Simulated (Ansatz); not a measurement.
The system is In.

```
In
1.0
    -1.88253    1.88253    1.88253
     1.88253   -1.88253    1.88253
     1.88253    1.88253   -1.88253
In
1
Direct
  0.00000 0.00000 0.00000
```

This isn't the form of In at room conditions, which is tetragonal.

Base run:

```yaml
Program: Ansatz 0.2.0
Functional: PBEsol
Potentials_or_basis: all-electron LAPW, scalar-relativistic
Cutoff: 178 eV
Density_cutoff: 711 eV
Basis_error_allowed: 0.001 eV/atom
k_mesh: 10 × 10 × 10
Occupations: fermi-dirac, width 0.05 eV
Spin: no spin polarisation
```

Its results: band gap on the k mesh none (metal or under the smearing width); pressure -1.3 GPa.

Question: The run is repeated on the same cell with these changes: occupations from fermi-dirac, width 0.05 eV to methfessel-paxton, width 0.1 eV; dispersion from none to D3(BJ). What comes out?

Answer: Band gap on the k mesh none (metal or under the smearing width); pressure -3.5 GPa.

Caveats: pairwise dispersion overbinds metals, which lowers pressure and volume (some runs).

Not every run made on this cell is shown here.
